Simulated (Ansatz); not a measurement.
# Ti: the cost of one run

Computed with Ansatz 0.2.0 (DFT PBE, scalar-relativistic, plane waves, PAW, unless a step's input says otherwise).

## (1) The starting structure

It takes space group Im-3m (No. 229, cubic). Conventional cell: a = 3.256 Å, b = 3.256 Å, c = 3.256 Å, α = 90.00°, β = 90.00°, γ = 90.00°. Around Ti (site symmetry m-3m) lie 8 Ti at 2.82 Å.

As a file:

```
Ti
1.0
    -1.62775    1.62775    1.62775
     1.62775   -1.62775    1.62775
     1.62775    1.62775   -1.62775
Ti
1
Direct
  0.00000 0.00000 0.00000
```

This cell was relaxed beforehand with the same method: volume 17.25 Å³/atom, gap on the mesh none (metal).

## (2) Next: the [110] wire, 14 host atoms a period

The wire is cut from the relaxed crystal, periodic along c with vacuum across. Atoms and period relax; energies count from the bulk, -2499.5560 eV an atom.

The cell holds 14 Ti: a = 15.900 Å, b = 15.800 Å, c = 4.604 Å, α = 90.00°, β = 90.00°, γ = 90.00°.

## (3) Relaxing it

Pressure and volume refer to the whole cell with its vacuum; only the period along c may change.

input.yaml

```yaml
crystal:
  lattice:
    - [15.9, 0.0, 0.0]
    - [0.0, 15.8, 0.0]
    - [0.0, 0.0, 4.6039800672]
  atoms:
    - { symbol: Ti, position: [0.2828311289, 0.6030223268, 0.0] }
    - { symbol: Ti, position: [0.2828311289, 0.3969776732, 0.0] }
    - { symbol: Ti, position: [0.5723896237, 0.6030223268, 0.0] }
    - { symbol: Ti, position: [0.5723896237, 0.3969776732, 0.0] }
    - { symbol: Ti, position: [0.4276103763, 0.6030223268, 0.5] }
    - { symbol: Ti, position: [0.4276103763, 0.3969776732, 0.5] }
    - { symbol: Ti, position: [0.4276103763, 0.7060446535, 0.0] }
    - { symbol: Ti, position: [0.4276103763, 0.5, 0.0] }
    - { symbol: Ti, position: [0.4276103763, 0.2939553465, 0.0] }
    - { symbol: Ti, position: [0.2828311289, 0.5, 0.5] }
    - { symbol: Ti, position: [0.7171688711, 0.5, 0.0] }
    - { symbol: Ti, position: [0.5723896237, 0.7060446535, 0.5] }
    - { symbol: Ti, position: [0.5723896237, 0.5, 0.5] }
    - { symbol: Ti, position: [0.5723896237, 0.2939553465, 0.5] }
basis:
  ecutwfc: 420
kpoints:
  mp_grid: { grid: [1, 1, 12] }
hamiltonian:
  xc: pbe
scf:
  occupations: { method: gaussian, width: 0.05 }
output:
  forces: true
  stress: true
  eigenvalues: true
  populations: true
  write_density: true
  write_potential: true
  elf: true
  volumetric_format: npy
relax:
  adjacent_minimum: "off"
  f_tol: 0.02
  max_steps: 45
  cell: { fix: [a, b, alpha, beta, gamma], stress_tol: 0.03 }
```

Launch:

```console
$ ansatz run input.yaml --threads 4 --pin off --max-ram 11264MiB --backend cpu --events-out ev --progress --plain --runs-dir out
```

Q: Estimate wall time and peak memory on 4 threads of AMD EPYC 9R45 (Zen 5), shared host.

About 6.2 min, with a peak of 2.6 GiB.
